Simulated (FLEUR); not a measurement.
# TePb (Fm-3m) in FLEUR: further runs, part 3 of 3

FLEUR MaX-R8.1 (later development tree). Earlier steps stand in the parts before.

### Step 5. Density of states, LDA (Moruzzi-Janak-Williams) (volume scaled by 1.25)

inp.xml reads:

```xml
<?xml version="1.0" encoding="UTF-8" standalone="no"?>
<fleurInput fleurInputVersion="0.39">
   <comment>
      TePb                                                                                                
   </comment>
   <calculationSetup>
      <cutoffs Kmax="3.8" Gmax="11.8" GmaxXC="11.8" numbands="0"/>
      <scfLoop itmax="60" minDistance="0.00001" maxIterBroyd="15" imix="Anderson" alpha="0.05" precondParam="0.0" spinf="2.0" sdNocoIR="T"/>
      <coreElectrons ctail="T" frcor="F" kcrel="0" coretail_lmax="0"/>
      <xcFunctional name="mjw" relativisticCorrections="F"/>
      <magnetism jspins="1"/>
      <soc l_soc="F" theta="0.0" phi="0.0" spav="F"/>
      <expertModes spex="0" secvar="F"/>
      <geometryOptimization l_f="F" forcealpha="1.0" forcemix="BFGS" epsdisp="0.00001" epsforce="0.00001"/>
      <ldaU l_linMix="F" mixParam="0.05" spinf="1.0"/>
   </calculationSetup>
   <cell>
      <bzIntegration valenceElectrons="42.0" mode="gauss" fermiSmearingEnergy="0.00183747">
         <kPointListSelection listName="default-1"/>
         <!-- k-points included here -->
         <xi:include xmlns:xi="http://www.w3.org/2001/XInclude" href="kpts.xml"> </xi:include>
      </bzIntegration>
      <!-- symmetry operations included here -->
      <xi:include xmlns:xi="http://www.w3.org/2001/XInclude" href="sym.xml"> </xi:include>
      <bulkLattice scale="1.0">
         <bravaisMatrix>
[... 31 lines left out ...]
         </electronConfig>
         <energyParameters s="5" p="5" d="5" f="4"/>
         <lo type="SCLO" l="1" n="4" eDeriv="0"/>
         <lo type="SCLO" l="1" n="4" eDeriv="1"/>
         <lo type="SCLO" l="2" n="4" eDeriv="0"/>
         <lo type="SCLO" l="2" n="4" eDeriv="1"/>
         <lo type="SCLO" l="0" n="5" eDeriv="2"/>
         <lo type="SCLO" l="3" n="4" eDeriv="2"/>
      </species>
   </atomSpecies>
   <atomGroups>
      <atomGroup species="Lead (Pb)">
         <relPos label="                   1">.0000000000 .0000000000 .0000000000</relPos>
         <force calculate="T" relaxXYZ="TTT"/>
      </atomGroup>
      <atomGroup species="Tellurium (Te)">
         <relPos label="                   2">1.000/2.000 1.000/2.000 1.000/2.000</relPos>
         <force calculate="T" relaxXYZ="TTT"/>
      </atomGroup>
   </atomGroups>
   <output dos="F" band="F" slice="F">
      <checks vchk="F" cdinf="F"/>
      <bandDOS minEnergy="-.5*Htr" maxEnergy="0.5*Htr" sigma="0.015" storeEVData="T"/>
      <vacuumDOS vacdos="F" integ="F" star="F" nstars="0" locx1="0.0" locy1="0.0" locx2="0.0" locy2="0.0" nstm="0" tworkf="0.0"/>
      <unfoldingBand unfoldBand="F" supercellX="1" supercellY="1" supercellZ="1"/>
      <plotting iplot="0" polar="F">
         <plot TwoD="T" vec1="  1.0  0.0  0.0" vec2="  0.0  1.0  0.0" vec3="  0.0  0.0  1.0" zero="  0.0  0.0  0.0" file="plot"/>
      </plotting>
      <chargeDensitySlicing numkpt="0" minEigenval="0.0" maxEigenval="0.0" nnne="0" pallst="F"/>
      <specialOutput eonly="F"/>
      <moessbauerParams electricFieldGradient="T" isomerShift="T" coreHyperfine="T" valenceHyperfine="T"/>
      <magneticCircularDichroism mcd="F" energyLo="-10.0" energyUp="0.0"/>
   </output>
  <!-- We include the file relax.xml here to enable relaxations (see documentation) -->
  <xi:include xmlns:xi="http://www.w3.org/2001/XInclude" href="relax.xml"> <xi:fallback/> </xi:include>
</fleurInput>
```

crystal.txt reads:

```
TePb
&input cartesian=F /
0.0000000000  3.4804892417  3.4804892417
3.4804892417  0.0000000000  3.4804892417
3.4804892417  3.4804892417  0.0000000000
1.8897261246
1.0 1.0 1.0

2
82 0.0000000000  0.0000000000  0.0000000000
52 0.5000000000  0.5000000000  0.5000000000

&kpt div1=7 div2=7 div3=7 gamma=T /
```

inp.xml (dos) reads:

```
<?xml version="1.0" encoding="UTF-8" standalone="no"?>
<fleurInput fleurInputVersion="0.39">
   <comment>
      TePb                                                                                                
   </comment>
   <calculationSetup>
      <cutoffs Kmax="3.8" Gmax="11.8" GmaxXC="11.8" numbands="0"/>
      <scfLoop itmax="60" minDistance="0.00001" maxIterBroyd="15" imix="Anderson" alpha="0.05" precondParam="0.0" spinf="2.0" sdNocoIR="T"/>
      <coreElectrons ctail="T" frcor="F" kcrel="0" coretail_lmax="0"/>
      <xcFunctional name="mjw" relativisticCorrections="F"/>
      <magnetism jspins="1"/>
      <soc l_soc="F" theta="0.0" phi="0.0" spav="F"/>
      <expertModes spex="0" secvar="F"/>
      <geometryOptimization l_f="F" forcealpha="1.0" forcemix="BFGS" epsdisp="0.00001" epsforce="0.00001"/>
      <ldaU l_linMix="F" mixParam="0.05" spinf="1.0"/>
   </calculationSetup>
   <cell>
      <bzIntegration valenceElectrons="42.0" mode="gauss" fermiSmearingEnergy="0.00183747">
         <kPointListSelection listName="default-1"/>
         <!-- k-points included here -->
         <xi:include xmlns:xi="http://www.w3.org/2001/XInclude" href="kpts.xml"> </xi:include>
      </bzIntegration>
      <!-- symmetry operations included here -->
      <xi:include xmlns:xi="http://www.w3.org/2001/XInclude" href="sym.xml"> </xi:include>
      <bulkLattice scale="1.0">
         <bravaisMatrix>
            <row-1>    0.0000000000000000     6.5771714464297331     6.5771714464297331</row-1>
[... 34 lines left out ...]
         <lo type="SCLO" l="2" n="4" eDeriv="0"/>
         <lo type="SCLO" l="2" n="4" eDeriv="1"/>
         <lo type="SCLO" l="0" n="5" eDeriv="2"/>
         <lo type="SCLO" l="3" n="4" eDeriv="2"/>
      </species>
   </atomSpecies>
   <atomGroups>
      <atomGroup species="Lead (Pb)">
         <relPos label="                   1">.0000000000 .0000000000 .0000000000</relPos>
         <force calculate="T" relaxXYZ="TTT"/>
      </atomGroup>
      <atomGroup species="Tellurium (Te)">
         <relPos label="                   2">1.000/2.000 1.000/2.000 1.000/2.000</relPos>
         <force calculate="T" relaxXYZ="TTT"/>
      </atomGroup>
   </atomGroups>
   <output dos="T" band="F" slice="F">
      <checks vchk="F" cdinf="F"/>
      <bandDOS minEnergy="-0.8*Htr" maxEnergy="0.5*Htr" sigma="0.005" storeEVData="T"/>
      <vacuumDOS vacdos="F" integ="F" star="F" nstars="0" locx1="0.0" locy1="0.0" locx2="0.0" locy2="0.0" nstm="0" tworkf="0.0"/>
      <unfoldingBand unfoldBand="F" supercellX="1" supercellY="1" supercellZ="1"/>
      <plotting iplot="0" polar="F">
         <plot TwoD="T" vec1="  1.0  0.0  0.0" vec2="  0.0  1.0  0.0" vec3="  0.0  0.0  1.0" zero="  0.0  0.0  0.0" file="plot"/>
      </plotting>
      <chargeDensitySlicing numkpt="0" minEigenval="0.0" maxEigenval="0.0" nnne="0" pallst="F"/>
      <specialOutput eonly="F"/>
      <moessbauerParams electricFieldGradient="T" isomerShift="T" coreHyperfine="T" valenceHyperfine="T"/>
      <magneticCircularDichroism mcd="F" energyLo="-10.0" energyUp="0.0"/>
   </output>
  <!-- We include the file relax.xml here to enable relaxations (see documentation) -->
  <xi:include xmlns:xi="http://www.w3.org/2001/XInclude" href="relax.xml"> <xi:fallback/> </xi:include>
</fleurInput>
```

Started as:

```console
> inpgen -f crystal.txt -profile fastHighL
> # inp.xml edited to the form shown
> fleur_MPI
> fleur_MPI   # second run, on inp.xml (dos)
```

Wall time 53 s (1 thread of Arm Neoverse V1, shared host); peak memory 0.1 GiB.

It converged, with:

```yaml
Free_energy: -753963.2649 eV
Valence_electrons_inside_the_program's_atomic_spheres: Pb 17.82; Te 20.04 (radii Pb 2.66, Te 2.66 bohr)
```

Levels at points of the mesh, in eV from the Fermi level:
```
           k point  band 18  band 19  band 20  band 21  band 22  band 23  band 24  band 25
(0.00, 0.00, 0.00)    -6.35    -0.72    -0.72    -0.72     3.54     3.54     3.54     6.11
```

States per cell in windows of 0.5 eV (zero at the Fermi level; states under -8 eV left out):
```tsv
from (eV)	total	INT	MT:2p	MT:1p	MT:1s	MT:2d	MT:2s
-8.0	1.14	0.33	0.02	0.00	0.73	0.00	0.04
-7.5	0.63	0.16	0.01	0.00	0.38	0.00	0.07
-7.0	0.19	0.04	0.00	0.00	0.11	0.00	0.04
-6.5	0.02	0.00	0.00	0.00	0.01	0.00	0.00
-6.0	0.00	0.00	0.00	0.00	0.00	0.00	0.00
-5.5	0.00	0.00	0.00	0.00	0.00	0.00	0.00
-5.0	0.00	0.00	0.00	0.00	0.00	0.00	0.00
-4.5	0.00	0.00	0.00	0.00	0.00	0.00	0.00
-4.0	0.00	0.00	0.00	0.00	0.00	0.00	0.00
-3.5	0.05	0.03	0.01	0.01	0.00	0.00	0.00
-3.0	0.32	0.19	0.10	0.04	0.00	0.00	0.00
-2.5	0.73	0.40	0.24	0.08	0.00	0.00	0.00
-2.0	1.18	0.61	0.42	0.13	0.01	0.00	0.00
-1.5	1.12	0.55	0.44	0.11	0.01	0.00	0.01
-1.0	1.35	0.61	0.59	0.10	0.03	0.00	0.00
-0.5	1.22	0.50	0.62	0.03	0.05	0.00	0.00
0.0	0.02	0.01	0.01	0.00	0.00	0.00	0.00
0.5	0.04	0.02	0.00	0.01	0.00	0.00	0.00
1.0	0.46	0.25	0.02	0.15	0.00	0.01	0.02
1.5	1.02	0.54	0.07	0.34	0.01	0.02	0.03
2.0	0.68	0.34	0.09	0.22	0.00	0.02	0.01
2.5	0.92	0.42	0.17	0.28	0.01	0.02	0.01
3.0	0.76	0.34	0.17	0.23	0.00	0.01	0.01
3.5	1.04	0.44	0.26	0.30	0.01	0.02	0.00
4.0	0.85	0.38	0.23	0.20	0.00	0.02	0.00
4.5	0.45	0.24	0.10	0.09	0.00	0.01	0.00
5.0	0.48	0.35	0.04	0.06	0.00	0.02	0.00
5.5	0.46	0.37	0.00	0.03	0.00	0.03	0.00
6.0	0.63	0.51	0.01	0.04	0.00	0.04	0.00
6.5	0.29	0.23	0.00	0.02	0.00	0.02	0.00
7.0	0.84	0.66	0.03	0.04	0.01	0.06	0.01
7.5	0.77	0.59	0.02	0.04	0.01	0.06	0.01
```

Core levels (eV from the Fermi level):
```csv
atom,levels
1 Pb,"1s1/2 -87909.1, 2s1/2 -15707.8, 2p1/2 -15087.4, 2p3/2 -12899.7, 3s1/2 -3766.5, 3p1/2 -3486.2, 3p3/2 -2998.2, 4s1/2 -848.5, 3d3/2 -2536.4, 3d5/2 -2432.5, 4p1/2 -727.3, 4p3/2 -607.6, 4d3/2 -409.9, 4d5/2 -387.5, 4f5/2 -131.3, 4f7/2 -126.2, 5s1/2 -139.4"
2 Te,"1s1/2 -31565.3, 2s1/2 -4834.8, 2p1/2 -4531.9, 2p3/2 -4257.7, 3s1/2 -956.7, 3p1/2 -832.0, 3p3/2 -780.9, 4s1/2 -157.6, 3d3/2 -559.9, 3d5/2 -549.2"
```

Caveat: this odd mesh misses L, where the gap lies, so gap, dielectric constants and Born charges aren't listed. Spin-orbit coupling is left out, which matters for the levels of Pb, Te.

### Step 6. The runs side by side

| task | level | spin | cell | smearing | inpgen profile | gmax | lmax | mixing factor | kmax | other keys | moment (μB) |
| --- | --- | --- | --- | --- | --- | --- | --- | --- | --- | --- | --- |
| band structure | LDA | collinear, random start | volume scaled by 0.96 | fermi-dirac 0.05 eV | veryFastHighL | 17.5 1/bohr | Pb 9, Te 9 | 0.05 | 3.5 1/bohr | - | 0.00 |
| band structure | PBEsol | collinear, ferromagnetic start | cell stretched | fermi-dirac 0.02 eV | fastHighL | 11.8 1/bohr | Pb 11, Te 11 | 0.01 | 3.8 1/bohr | alpha = 0.01 | 0.00 |
| density of states | LDA (Moruzzi-Janak-Williams) | off | volume scaled by 1.25 | gaussian 0.05 eV | fastHighL | 11.8 1/bohr | Pb 11, Te 11 | 0.05 | 3.8 1/bohr | - | - |

Alike in all rows: potentials or basis all-electron, FLAPW; k mesh 7 × 7 × 7.

Caveats: spin-orbit coupling is left out, which moves the levels of the heavy elements (some runs).

Compare energies only between runs with the same functional and basis.
